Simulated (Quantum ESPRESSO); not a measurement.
# MgS: relaxation of cell and atoms with PBEsol

The system is MgS.

```
CELL_PARAMETERS angstrom
0.00000 2.83312 2.83312
2.83312 0.00000 2.83312
2.83312 2.83312 0.00000
ATOMIC_POSITIONS crystal
S 0.25000 0.25000 0.25000
Mg 0.00000 0.00000 0.00000
```

The cell comes from a database or a generator and needn't be the stable form of this composition.

* Program: Quantum ESPRESSO 7.5
* Task: relaxation of cell and atoms
* Functional: PBEsol
* Potentials or basis: GBRV 1.5 PBEsol
* Cutoff: 612 eV
* Density cutoff: 4898 eV
* k mesh: 8 × 8 × 8
* Occupations: fermi-dirac, width 0.05 eV
* Spin: no spin polarisation
* ASE optimiser: LBFGS
* Mixing beta: 0.5
* Most SCF iterations: 120
* SCF threshold: 4e-10 Ry

```yaml
Relaxed_volume: 22.53 Å³/atom
Relaxed_cell: a = 3.994 Å, b = 3.994 Å, c = 3.994 Å, α = 60.00°, β = 60.00°, γ = 60.00°
Space_group_after_relaxing_to_0.05_Å: F-43m (No. 216)
Energy_gained_by_relaxing: 0.3 meV/atom
Ionic_steps: 3
Pressure_after_relaxing: 0.0 GPa
Band_gap_on_the_k_mesh: 3.33 eV, direct
```

The path:
```tsv
step	energy change (eV)	largest force (eV/Å)	pressure (GPa)	volume (Å³)
1	0.0000	0.0000	-0.54	45.48
2	-0.0002	0.0000	-0.45	45.41
3	-0.0006	0.0000	0.00	45.05
```

Final structure:
```yaml
crystal:
  lattice:
    - [0.00000, 2.82416, 2.82416]
    - [2.82416, 0.00000, 2.82416]
    - [2.82416, 2.82416, 0.00000]
  atoms:
    - { symbol: S, position: [0.25000, 0.25000, 0.25000] }
    - { symbol: Mg, position: [0.00000, 0.00000, 0.00000] }
```

Levels at points of the mesh, in eV from the valence-band top:
| k point | band 4 | band 5 | band 6 | band 7 | band 8 | band 9 | band 10 | band 11 | band 12 | band 13 |
| --- | --- | --- | --- | --- | --- | --- | --- | --- | --- | --- |
| (0.00, 0.00, 0.00) | -40.38 | -11.29 | 0.00 | 0.00 | 0.00 | 3.33 | 7.86 | 7.86 | 7.86 | 10.72 |
| (0.00, 0.00, -0.50) | -40.38 | -10.58 | -3.20 | -0.33 | -0.33 | 5.01 | 7.53 | 7.53 | 8.46 | 12.77 |
| (0.00, -0.50, -0.50) | -40.38 | -10.36 | -2.87 | -1.05 | -1.05 | 3.70 | 5.54 | 11.09 | 12.23 | 12.23 |

Run time: 35 s on 2 MPI ranks on Arm Neoverse V1, on a shared host, peak memory 0.24 GiB a rank.

A k mesh can miss the band edges. PBEsol gaps usually lie below the measured ones, often by a third to a half.
